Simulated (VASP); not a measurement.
# AlAs in VASP: a series of runs, part 2 of 4

VASP 6.6.1. The steps go on from the part before.

### 3 Work function, PBE

Input file INCAR:

```
  ALGO = Fast
  DIPOL = 0.5 0.5 0.500
  EDIFF = 1E-6
  EFIELD = 0.1
  ENCUT = 520
  GGA = PE
  IDIPOL = 3
  ISIF = 2
  ISMEAR = -1
  LASPH = T
  LCHARG = F
  LDIPOL = T
  LREAL = F
  LVACPOTAV = T
  LVHAR = T
  LWAVE = F
  NELM = 80
  PREC = Accurate
  SIGMA = 0.05
```

Input file KPOINTS:

```
k-points
0
Gamma
  8 8 1
```

Input file POSCAR:

```
AlAs
1.0
    4.0027900669      0.0000000000      0.0000000000
   -2.0013950335      3.4665178840      0.0000000000
    0.0000000000      0.0000000000     25.6218593124
As Al
4 4
Direct
    0.0000000000      0.0000000000      0.2927188034
    0.3333333333      0.6666666667      0.4202764629
    0.6666666667      0.3333333333      0.5478341223
    0.0000000000      0.0000000000      0.6753917817
    0.3333333333      0.6666666667      0.3246082183
    0.6666666667      0.3333333333      0.4521658777
    0.0000000000      0.0000000000      0.5797235371
    0.3333333333      0.6666666667      0.7072811966
```

Potentials or basis: VASP PAW PBE potentials, release 64 (As, Al).

Command:

```bash
> cat potpaw_PBE.64/As/POTCAR potpaw_PBE.64/Al/POTCAR > POTCAR
> mpirun -np 1 vasp_std > vasp.out
```

OUTCAR:

```text
EDIFF = 1E-6
   ENCUT = 520
   GGA = PE
   ISIF = 2
   ISMEAR = -1
   LASPH = T
   LREAL = F
   NELM = 80
   PREC = Accurate

 ion  position               nearest neighbor table
   1  0.000  0.000  0.293-   5 2.45   5 2.45   5 2.45
   2  0.333  0.667  0.420-   6 2.45   6 2.45   6 2.45   5 2.45
   3  0.667  0.333  0.548-   7 2.45   7 2.45   7 2.45   6 2.45
   4  0.000  0.000  0.675-   8 2.45   8 2.45   8 2.45   7 2.45
   5  0.333  0.667  0.325-   1 2.45   1 2.45   1 2.45   2 2.45
   6  0.667  0.333  0.452-   2 2.45   2 2.45   2 2.45   3 2.45
   7  0.000  0.000  0.580-   3 2.45   3 2.45   3 2.45   4 2.45
   8  0.333  0.667  0.707-   4 2.45   4 2.45   4 2.45

  LATTYP: Found a hexagonal cell.
 ALAT       =     4.0027900669
 C/A-ratio  =     6.4010000235

  Lattice vectors:

 A1 = (   4.0027900669,   0.0000000000,   0.0000000000)
 A2 = (  -2.0013950335,   3.4665178840,   0.0000000000)
 A3 = (   0.0000000000,   0.0000000000,  25.6218593124)

Analysis of symmetry for initial positions (statically):
=====================================================================
 Subroutine PRICEL returns:
 Original cell was already a primitive cell.

 Routine SETGRP: Setting up the symmetry group for a
 hexagonal supercell.

 Subroutine GETGRP returns: Found  6 space group operations
 (whereof  6 operations were pure point group operations)
 out of a pool of 24 trial point group operations.

The static configuration has the point symmetry C_3v.

Analysis of symmetry for dynamics (positions and initial velocities):
=====================================================================
 An external electric field (EFIELD) may reduce the allowed symmetry operations
 Subroutine PRICEL returns:
 Original cell was already a primitive cell.

 Routine SETGRP: Setting up the symmetry group for a
 hexagonal supercell.

 Subroutine GETGRP returns: Found  6 space group operations
 (whereof  6 operations were pure point group operations)
 out of a pool of 24 trial point group operations.

The dynamic configuration has the point symmetry C_3v.

 Subroutine INISYM returns: Found  6 space group operations
 (whereof  6 operations are pure point group operations),
 and found     1 'primitive' translations

----------------------------------------------------------------------------------------

                                     Primitive cell

  volume of cell :     355.5223

  direct lattice vectors                    reciprocal lattice vectors
     4.002790067  0.000000000  0.000000000     0.249825742  0.144236960  0.000000000
    -2.001395034  3.466517884  0.000000000     0.000000000  0.288473919  0.000000000
     0.000000000  0.000000000 25.621859312     0.000000000  0.000000000  0.039029174

  length of vectors
     4.002790067  4.002790067 25.621859312     0.288473919  0.288473919  0.039029174

  position of ions in fractional coordinates (direct lattice)
     0.000000000  0.000000000  0.292718803
     0.333333333  0.666666667  0.420276463
     0.666666667  0.333333333  0.547834122
     0.000000000  0.000000000  0.675391782
     0.333333333  0.666666667  0.324608218
     0.666666667  0.333333333  0.452165878
     0.000000000  0.000000000  0.579723537
     0.333333333  0.666666667  0.707281197

  ion indices of the primitive-cell ions
   primitive index   ion index
                 1           1
                 2           2
[... 47 lines left out ...]
   total plane-waves  NPLWV = 172800
   dimension x,y,z NGX =    30 NGY =   30 NGZ =  192
   dimension x,y,z NGXF=    60 NGYF=   60 NGZF=  384
   ions per type =               4   4
   NGX,Y,Z   is equivalent  to a cutoff of  12.46, 12.46, 12.46 a.u.
   NGXF,Y,Z  is equivalent  to a cutoff of  24.92, 24.92, 24.92 a.u.
 SYSTEM =  unknown system
   PREC   = accura    normal or accurate (medium, high low for compatibility)
   ISTART =      0    job   : 0-new  1-cont  2-samecut
   ICHARG =      2    charge: 1-file 2-atom 10-const
   ISPIN  =      1    spin polarized calculation?
   LNONCOLLINEAR =      F non collinear calculations
   LSORBIT =      F    spin-orbit coupling
   LASPH  =      T    aspherical Exc in radial PAW
   ENCUT  =  520.0 eV  38.22 Ry    6.18 a.u.   7.44  7.44 47.64*2*pi/ulx,y,z
   NELM   =     80;   NELMIN=  2; NELMDL= -5     # of ELM steps
   EDIFF  = 0.1E-05   stopping-criterion for ELM
   LREAL  =      F    real-space projection
   EDIFFG = 0.1E-04   stopping-criterion for IOM
   NSW    =      0    number of steps for IOM
   IBRION =     -1    ionic relax: 0-MD 1-quasi-New 2-CG
   NFREE  =      0    steps in history (QN), initial steepest desc. (CG)
   ISIF   =      2    stress and relaxation
   ISYM   =      2    0-nonsym 1-usesym 2-fastsym
   POTIM  = 0.5000    time-step for ionic-motion
   TEBEG  =    0.0;   TEEND  =   0.0 temperature during run
   PSTRESS=    0.0 pullay stress
   NELECT =      32.0000    total number of electrons
   NUPDOWN=      -1.0000    fix difference up-down
   EMIN   =  10.00;   EMAX   =-10.00  energy-range for DOS
   EFERMI =   0.00;   METHOD = LEGACY
   ISMEAR =    -1;   SIGMA  =   0.05  broadening in eV -4-tet -1-fermi 0-gaus
   EFERMI_NEDOS =   21; number of points for ismear=-14 and -15
   IALGO  =     68    algorithm
   IMIX   =      4    mixing-type and parameters
     AMIX     =   0.40;   BMIX     =  1.00
     AMIX_MAG =   1.60;   BMIX_MAG =  1.00
  volume/ion in A,a.u.               =      44.44       299.90
  Fermi-wavevector in a.u.,A,eV,Ry     =   0.733673  1.386441  7.323690  0.538276
  Thomas-Fermi vector in A             =   1.826439
   LORBIT       =      0    0 simple, 1 ext, 2 COOP (PROOUT), +10 PAW based schemes
   GGA     = PE    functional components
   LHFCALC =     F    Hartree Fock is set to
   AEXX    =    0.0000 exact exchange contribution
   IVDW    =     0    specifies the selected vdW correction
   LEPSILON=     F    determine dielectric tensor
   LRPA    =     F    only Hartree local field effects (RPA)
 non-spin polarized calculation
 RMM-DIIS sequential band-by-band and
  energy-cutoff  :      520.00
  volume of cell :      355.52
 maximum number of plane-waves:      9641
 NGX is ok and might be reduce to    30
   NGX = 15   NGY = 15   NGZ = 95

 dipolmoment           0.000000      0.000000      0.000645 electrons x Angstroem

 number of electron      31.9999998 magnetization

 dipolmoment           0.000000      0.000000     -0.071914 electrons x Angstroem

 Free energy of the ion-electron system (eV)
  ---------------------------------------------------
  ext. energy  EPLUGINS =         0.00000000
  ---------------------------------------------------
  free energy    TOTEN  =       -34.98097811 eV

  energy without entropy =      -34.91166744  energy(sigma->0) =      -34.94632277

 E-fermi :  -0.0626     XC(G=0):  -5.2079

 val. band max:       -0.0668991820   @ k =   0.1250   0.0000   0.0000
 cond. band min:      -0.0489862443   @ k =   0.3750   0.1250   0.0000
 fundamental gap:      0.0179129377
 Fermi energy:        -0.0626060136

 k-point     1 :       0.0000    0.0000    0.0000
  band No.  band energies     occupation
      1     -12.7836      2.00000
      2     -12.1231      2.00000
      3     -11.4843      2.00000
      4     -10.4582      2.00000
      5      -6.0356      2.00000
      6      -4.5941      2.00000
[... 229 lines left out ...]
     20       3.1227      0.00000
     21       3.5432      0.00000

------------------------ aborting loop because EDIFF is reached ----------------------------------------

  FORCE on cell =-STRESS in cart. coord.  units (eV):
  Direction    XX          YY          ZZ          XY          YZ          ZX
  --------------------------------------------------------------------------------------
  -------------------------------------------------------------------------------------
  Total        2.1478058      2.1478058      4.1804741     -0.0000000      0.0000000      0.0000000
  in kB        9.6791828      9.6791828     18.8394933     -0.0000000      0.0000000      0.0000000
  external PRESSURE =      12.7326196 kB  Pullay stress =       0.0000000 kB

 VOLUME and BASIS-vectors are now :
 -----------------------------------------------------------------------------
  energy-cutoff  :      520.00
  volume of cell :      355.52
      direct lattice vectors                 reciprocal lattice vectors
     4.002790067  0.000000000  0.000000000     0.249825742  0.144236960  0.000000000
    -2.001395034  3.466517884  0.000000000     0.000000000  0.288473919  0.000000000
     0.000000000  0.000000000 25.621859312     0.000000000  0.000000000  0.039029174

 POSITION                                       TOTAL-FORCE (eV/Angst)
 -----------------------------------------------------------------------------------
      0.00000      0.00000      7.50000         0.000000      0.000000     -0.105576
     -0.00000      2.31101     10.76826         0.000000      0.000000      0.517711
      2.00140      1.15551     14.03653        -0.000000      0.000000      0.424738
      0.00000      0.00000     17.30479        -0.000000      0.000000      0.690836
     -0.00000      2.31101      8.31707         0.000000     -0.000000     -0.483026
      2.00140      1.15551     11.58533        -0.000000      0.000000     -0.433546
      0.00000      0.00000     14.85359        -0.000000     -0.000000     -0.486240
     -0.00000      2.31101     18.12186         0.000000      0.000000     -0.124897
 -----------------------------------------------------------------------------------
    total drift:                                0.000001     -0.000001      0.000196

  FREE ENERGIE OF THE ION-ELECTRON SYSTEM (eV)
  ---------------------------------------------------
  free  energy   TOTEN  =       -34.9809781069 eV

  energy  without entropy=      -34.9116674408  energy(sigma->0) =      -34.94632277

 vacuum level on the upper side and lower side of the slab         3.095         6.235
```

It took 2 min on 1 thread of Intel Xeon Platinum 8488C (Sapphire Rapids), shared host; peak memory 0.42 GiB.

Results:

```yaml
Free_energy: -34.9810 eV
Largest_force: 0.691 eV/Å
Band_gap_on_the_k_mesh: none (metal or under the smearing width)
Work_function_of_the_upper_face: 3.16 eV
Work_function_of_the_lower_face: 6.30 eV
```

Forces on the atoms (eV/Å):
```
As   0.000  0.000 -0.106
As   0.000  0.000  0.518
As   0.000  0.000  0.425
As   0.000  0.000  0.691
Al   0.000  0.000 -0.483
Al   0.000  0.000 -0.434
Al   0.000  0.000 -0.486
Al   0.000  0.000 -0.125
```

Levels at points of the mesh, in eV from the Fermi level:
```tsv
k point	band 13	band 14	band 15	band 16	band 17	band 18	band 19	band 20
(0.00, 0.00, 0.00)	-0.70	-0.62	0.19	0.19	0.30	1.26	1.83	2.33
(0.50, 0.00, 0.00)	-2.12	-1.78	-0.87	-0.36	0.05	0.92	1.73	1.86
```

(Part 2 of 4 ends here.)
